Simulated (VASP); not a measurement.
Write the native input for VASP 6.6.1 that does the following.

* Task: single point
* Functional: PBE
* Potentials or basis: VASP PAW PBE potentials, release 64 (Te, Pb_d)
* Cutoff: 520 eV
* k mesh: 10 × 10 × 10
* Occupations: fermi-dirac, width 0.08 eV
* Spin: no spin polarisation
* Dipole correction: no
* Further INCAR settings: ALGO = Fast; EDIFF = 1e-06; NBANDS = 17

The structure of TePb lies in POSCAR:

```
TePb
1.0
    4.0287929844      0.0000000000      0.0000000000
    0.0000000000      4.0287929844      0.0000000000
    0.0000000000      0.0000000000      4.0287929844
Te Pb
1 1
Direct
    0.5000000000      0.5000000000      0.5000000000
    0.0000000000      0.0000000000      0.0000000000
```

Measurements of this composition are mostly on another form, of space group No. 225.

The cell isn't the ideal one: volume scaled by 1.02.

One way to write it, as run:

INCAR

```
ALGO = Fast
EDIFF = 1E-6
ENCUT = 520
GGA = PE
ISIF = 2
ISMEAR = -1
LASPH = T
LCHARG = F
LREAL = F
LWAVE = F
NBANDS = 17
NELM = 100
PREC = Accurate
SIGMA = 0.08
```

KPOINTS

```
k-points
0
Gamma
  10 10 10
```

Potentials or basis: VASP PAW PBE potentials, release 64 (Te, Pb_d).

Launch:

```console
$ cat potpaw_PBE.64/Te/POTCAR potpaw_PBE.64/Pb_d/POTCAR > POTCAR
$ mpirun -np 1 vasp_std > vasp.out
```

It gave:

```yaml
Pressure: -1.0 GPa
Band_gap_on_the_k_mesh: none (metal or under the smearing width)
```

Run time: 22 s on 1 thread of Intel(R) Xeon(R) 6975P-C (Granite Rapids), on a shared host, peak memory 0.2 GiB.
